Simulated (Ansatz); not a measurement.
MoS2: relaxation of cell and atoms with PBEsol+U

The system is MoS2.

```
CELL_PARAMETERS angstrom
1.58550 0.91539 6.11500
-1.58550 0.91539 6.11500
0.00000 -1.83078 6.11500
ATOMIC_POSITIONS crystal
Mo 0.00000 0.00000 0.00000
S 0.25000 0.25000 0.25000
S 0.75000 0.75000 0.75000
```

Measurements of this composition are mostly on another form, of space group No. 194.

```yaml
Program: Ansatz 0.2.0
Task: relaxation of cell and atoms
Functional: PBEsol
Potentials_or_basis: Ansatz PAW
Cutoff: "420 eV (not typed: the program's choice for these potentials)"
k_mesh: 10 × 10 × 10
Occupations: fermi-dirac, width 0.05 eV
Spin: no spin polarisation
Hubbard_terms: Mo d U = 6 eV
Hubbard_projectors: ortho-atomic (the default)
Double_counting: fll (the default)
```

* Relaxed volume: 17.08 Å³/atom
* Relaxed cell: a = 6.340 Å, b = 6.340 Å, c = 6.340 Å, α = 28.49°, β = 28.49°, γ = 28.49°
* Space group after relaxing (to 0.05 Å): R-3m (No. 166)
* Energy gained by relaxing: 15.9 meV/atom
* Ionic steps: 6
* Pressure after relaxing: 0.0 GPa
* Band gap on the k mesh: none (metal or under the smearing width)

Step by step:
```tsv
step	energy change (eV)	largest force (eV/Å)	volume (Å³)
1	0.0000	0.7242	53.25
2	-0.0425	0.1846	50.17
3	-0.0473	0.0301	51.43
4	-0.0478	0.0033	51.23
5	-0.0478	0.0017	51.23
6	-0.0476	0.0017	51.23
```

Final structure:
```
CELL_PARAMETERS angstrom
1.55986 0.90058 6.07854
-1.55986 0.90058 6.07854
0.00000 -1.80117 6.07854
ATOMIC_POSITIONS crystal
Mo 0.00000 0.00000 0.00000
S 0.24556 0.24556 0.24556
S 0.75444 0.75444 0.75444
```

Levels at points of the mesh, in eV from the Fermi level:
| k point | band 10 | band 11 | band 12 | band 13 | band 14 | band 15 | band 16 | band 17 |
| --- | --- | --- | --- | --- | --- | --- | --- | --- |
| (0.00, 0.00, 0.00) | -1.55 | -1.51 | -1.15 | -1.15 | 0.22 | 0.22 | 3.55 | 3.55 |
| (0.00, 0.00, -0.50) | -3.89 | -2.59 | -2.16 | -1.16 | 1.41 | 2.18 | 3.42 | 4.33 |
| (0.00, -0.50, -0.50) | -3.78 | -2.73 | -2.59 | -1.48 | 1.42 | 1.90 | 4.01 | 4.74 |
| (-0.50, -0.50, -0.50) | -3.32 | -1.13 | -1.13 | -0.12 | 0.07 | 0.07 | 3.71 | 3.71 |

Eigenvalues of the final occupation matrices:
```csv
site,spin,trace,eigenvalues
site 1,1,2.62,0.44 0.44 0.53 0.60 0.60
```

It took 52 s on 2 threads of Intel(R) Xeon(R) Processor @ 2.50GHz (Skylake/Cascade Lake) (shared host), peak memory 0.51 GiB.

Caveat: the plane-wave basis is chosen anew once the cell has moved, so the energies of steps on either side of that aren't comparable; U without spin polarisation on a metal has little footing; the PAW data sets come from PBE, with cores solved anew for the run's functional, which leaves a small shift of forces and pressure.
